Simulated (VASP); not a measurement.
**VASP 6.6.1 run: LiCl**

INCAR

```
LREAL = .FALSE.
SIGMA = 0.01
NELM = 80
LWAVE = .FALSE.
ENCUT = 520
NBANDS = 12
PREC = Accurate
ISMEAR = 0
NSW = 0
ISIF = 2
EDIFF = 1E-7
LASPH = .TRUE.
LCHARG = .FALSE.
GGA = CA
AMIX = 0.6
IBRION = -1
```

KPOINTS

```
KPOINTS created by Atomic Simulation Environment
0
Gamma
8 8 8
0 0 0
```

POSCAR

```
Li Cl
 1.0000000000000000
    -0.0000000000000000    2.5560369973268311    2.5560369973268311
     2.5560369973268311   -0.0000000000000000    2.5560369973268311
     2.5560369973268311    2.5560369973268311   -0.0000000000000000
 Li  Cl
   1   1
Cartesian
  0.0000000000000000 -0.0000000000000000 -0.0000000000000000
  2.5560369973268307  2.5560369973268307  2.5560369973268307
```

The recommended LDA PAW datasets give the neutral cell 10 valence electrons.

Command

```
mpirun -np 1 vasp_std
```

Problem. How does this run end, and what does it give?

Solution. It converged. Results: gap between bands v and c on the k mesh 6.06 eV; least direct gap on the k mesh 6.06 eV; pressure -3.0 GPa. Band v is the last that the valence electrons fill when counted band by band, and c is the next.

OSZICAR

```
N       E                     dE             d eps       ncg     rms          rms(c)
DAV:   1     0.387570669655E+02    0.38757E+02   -0.39806E+03   696   0.754E+02
DAV:   2    -0.569918216970E+01   -0.44456E+02   -0.42201E+02   864   0.144E+02
DAV:   3    -0.809548640663E+01   -0.23963E+01   -0.23880E+01   932   0.332E+01
DAV:   4    -0.814407019810E+01   -0.48584E-01   -0.48568E-01   968   0.485E+00
DAV:   5    -0.814448699998E+01   -0.41680E-03   -0.41680E-03   916   0.458E-01    0.236E+00
DAV:   6    -0.806892720757E+01    0.75560E-01   -0.27466E-01   860   0.230E+00    0.154E+00
DAV:   7    -0.806856667685E+01    0.36053E-03   -0.71240E-03   892   0.562E-01    0.733E-01
DAV:   8    -0.806866980122E+01   -0.10312E-03   -0.10201E-03  1116   0.245E-01    0.682E-02
DAV:   9    -0.806864374634E+01    0.26055E-04   -0.12908E-04   880   0.770E-02    0.448E-02
DAV:  10    -0.806864379932E+01   -0.52985E-07   -0.84036E-06   992   0.176E-02    0.497E-03
DAV:  11    -0.806864377066E+01    0.28658E-07   -0.32267E-07   848   0.445E-03
   1 F= -.80686438E+01 E0= -.80686438E+01  d E =-.938457E-53
```

For comparison, a separate LDA run of the intended cell, on usual settings and not on those above, gives a gap of 6.06 eV on its mesh and a pressure of -3.0 GPa.
